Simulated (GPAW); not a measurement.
Crystal: LiF (Griceite).

```
CELL_PARAMETERS angstrom
0.00000 2.01400 2.01400
2.01400 0.00000 2.01400
2.01400 2.01400 0.00000
ATOMIC_POSITIONS crystal
F 0.50000 0.50000 0.50000
Li 0.00000 0.00000 0.00000
```

Base run:

* Program: GPAW 26.7.0
* Functional: PBEsol
* Potentials or basis: PAW data sets generated in the run's folder for this functional
* Cutoff: 800 eV
* Basis: pw
* k mesh: 11 × 11 × 11
* Occupations: fermi-dirac, width 0.05 eV
* Spin: no spin polarisation

Its results: band gap on the k mesh 8.88 eV, direct; pressure -2.5 GPa.

Problem. After a change of settings the same cell gave: band gap on the k mesh 8.82 eV, direct; pressure -8.0 GPa. Which change was it?
A. functional from PBEsol to LDA
B. functional from PBEsol to PBE
C. functional from PBEsol to r2SCAN; potentials or basis from PAW data sets generated in the run's folder for this functional to GPAW PAW data sets (gpaw-data 1.2.1)
D. functional from PBEsol to PBE; potentials or basis from PAW data sets generated in the run's folder for this functional to JTH PAW 2.0, PBE; valence electrons from 8 to 10

Solution. A.

LDA binds more tightly than PBEsol, so the same cell stands under less pressure.

Caveats: an odd mesh through Γ misses points on the zone boundary, where band edges often lie (some runs).

Not every run made on this cell is shown here.
